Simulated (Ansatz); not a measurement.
## Strain and the gap of CaO (rocksalt)

CaO (rocksalt), relaxed with r2SCAN in Ansatz 0.2.0. Space group Fm-3m (No. 225), cubic; a = 4.795 Å in the conventional setting, 13.78 Å³ an atom. Around Ca lie 6 O at 2.40 Å; around O lie 6 Ca at 2.40 Å.

The axes x, y and z are those of this cell:
```
CELL_PARAMETERS angstrom
0.00000 2.39755 2.39755
2.39755 0.00000 2.39755
2.39755 2.39755 0.00000
ATOMIC_POSITIONS crystal
Ca 0.00000 0.00000 0.00000
O 0.50000 0.50000 0.50000
```

Unstrained: PBE gives an indirect gap of 3.653 eV, from Γ to X; the least direct gap is 4.025 eV at X. r2SCAN gives an indirect gap of 4.199 eV, from Γ to X; the least direct gap is 4.574 eV at X. With HSE06 the valence top lies at Γ and the conduction bottom at X, 5.312 eV higher; the smallest vertical gap, at X, is 5.733 eV. Meshes: PBE 10×10×10, r2SCAN 10×10×10, HSE06 6×6×6. Strains are changes of length per length. After each strain the atoms were relaxed again with r2SCAN within the symmetry that the strain leaves, so tilts or polar shifts that break it weren't tested; points keep the names that they have in the unstrained zone. (Simulation; spin polarisation is off.)

Changes of the least gap in eV (an overlap counts as a negative gap):
```json
{"strain": "epitaxial -4.0 % in the plane normal to [111], free normal strain +2.29 %", "volume change (%)": "-5.7", "space group": "R-3m", "PBE": "-0.137", "r2SCAN": "-0.139", "HSE06": "-0.129", "energy rise, r2SCAN (meV/atom)": "37.0"}
{"strain": "epitaxial -3.0 % in the plane normal to [111], free normal strain +1.72 %", "volume change (%)": "-4.3", "space group": "R-3m", "PBE": "-0.092", "r2SCAN": "-0.093", "HSE06": "-0.085", "energy rise, r2SCAN (meV/atom)": "20.4"}
{"strain": "epitaxial -2.0 % in the plane normal to [111], free normal strain +1.14 %", "volume change (%)": "-2.9", "space group": "R-3m", "PBE": "-0.055", "r2SCAN": "-0.055", "HSE06": "-0.050", "energy rise, r2SCAN (meV/atom)": "8.9"}
{"strain": "epitaxial -1.0 % in the plane normal to [111], free normal strain +0.58 %", "volume change (%)": "-1.4", "space group": "R-3m", "PBE": "-0.024", "r2SCAN": "-0.024", "HSE06": "-0.021", "energy rise, r2SCAN (meV/atom)": "2.2"}
{"strain": "epitaxial +1.0 % in the plane normal to [111], free normal strain -0.59 %", "volume change (%)": "+1.4", "space group": "R-3m", "PBE": "-0.033", "r2SCAN": "-0.034", "HSE06": "-0.037", "energy rise, r2SCAN (meV/atom)": "2.1"}
{"strain": "epitaxial +2.0 % in the plane normal to [111], free normal strain -1.16 %", "volume change (%)": "+2.8", "space group": "R-3m", "PBE": "-0.068", "r2SCAN": "-0.071", "HSE06": "-0.077", "energy rise, r2SCAN (meV/atom)": "8.3"}
{"strain": "epitaxial +3.0 % in the plane normal to [111], free normal strain -1.73 %", "volume change (%)": "+4.3", "space group": "R-3m", "PBE": "-0.106", "r2SCAN": "-0.111", "HSE06": "-0.119", "energy rise, r2SCAN (meV/atom)": "18.3"}
{"strain": "epitaxial +4.0 % in the plane normal to [111], free normal strain -2.34 %", "volume change (%)": "+5.6", "space group": "R-3m", "PBE": "-0.146", "r2SCAN": "-0.153", "HSE06": "-0.164", "energy rise, r2SCAN (meV/atom)": "31.9"}
```

Epitaxial -4.0 % in the plane normal to [111], free normal strain +2.29 %. HSE06: the gap goes from 5.312 to 5.183 eV (-0.129 eV); with r2SCAN the top three valence levels at Γ, degenerate before, become 2+1 from the top over 235 meV. Stress change with r2SCAN, compression positive: xx +7.60, yy +7.60, zz +7.60, xy -3.79, xz -3.79, yz -3.79 GPa.

Epitaxial -3.0 % in the plane normal to [111], free normal strain +1.72 %. HSE06: the gap goes from 5.312 to 5.227 eV (-0.085 eV); with r2SCAN the top three valence levels at Γ, degenerate before, become 2+1 from the top over 172 meV. Stress change with r2SCAN, compression positive: xx +5.53, yy +5.53, zz +5.53, xy -2.75, xz -2.75, yz -2.75 GPa.

Epitaxial -2.0 % in the plane normal to [111], free normal strain +1.14 %. HSE06: the gap goes from 5.312 to 5.262 eV (-0.050 eV); with r2SCAN the top three valence levels at Γ, degenerate before, become 2+1 from the top over 112 meV. Stress change with r2SCAN, compression positive: xx +3.57, yy +3.57, zz +3.57, xy -1.78, xz -1.78, yz -1.78 GPa.

Epitaxial -1.0 % in the plane normal to [111], free normal strain +0.58 %. HSE06: the gap goes from 5.312 to 5.291 eV (-0.021 eV); with r2SCAN the top three valence levels at Γ, degenerate before, become 2+1 from the top over 55 meV. Stress change with r2SCAN, compression positive: xx +1.72, yy +1.72, zz +1.72, xy -0.86, xz -0.86, yz -0.86 GPa.

Epitaxial +1.0 % in the plane normal to [111], free normal strain -0.59 %. HSE06: the gap goes from 5.312 to 5.275 eV (-0.037 eV); with r2SCAN the top three valence levels at Γ, degenerate before, become 1+2 from the top over 53 meV. Stress change with r2SCAN, compression positive: xx -1.60, yy -1.60, zz -1.60, xy +0.81, xz +0.81, yz +0.81 GPa.

Epitaxial +2.0 % in the plane normal to [111], free normal strain -1.16 %. HSE06: the gap goes from 5.312 to 5.235 eV (-0.077 eV); with r2SCAN the top three valence levels at Γ, degenerate before, become 1+2 from the top over 102 meV. Stress change with r2SCAN, compression positive: xx -3.11, yy -3.11, zz -3.11, xy +1.56, xz +1.56, yz +1.56 GPa.

Epitaxial +3.0 % in the plane normal to [111], free normal strain -1.73 %. HSE06: the gap goes from 5.312 to 5.193 eV (-0.119 eV); with r2SCAN the top three valence levels at Γ, degenerate before, become 1+2 from the top over 149 meV. Stress change with r2SCAN, compression positive: xx -4.53, yy -4.53, zz -4.53, xy +2.26, xz +2.26, yz +2.26 GPa.

Epitaxial +4.0 % in the plane normal to [111], free normal strain -2.34 %. HSE06: the gap goes from 5.312 to 5.148 eV (-0.164 eV); with r2SCAN the top three valence levels at Γ, degenerate before, become 1+2 from the top over 195 meV. Stress change with r2SCAN, compression positive: xx -5.81, yy -5.81, zz -5.81, xy +2.92, xz +2.92, yz +2.92 GPa.

The meshes of the hybrids are coarse, so their gaps aren't converged to the digits shown.

The splittings at Γ are without spin-orbit coupling, which regroups them where it is of like size.
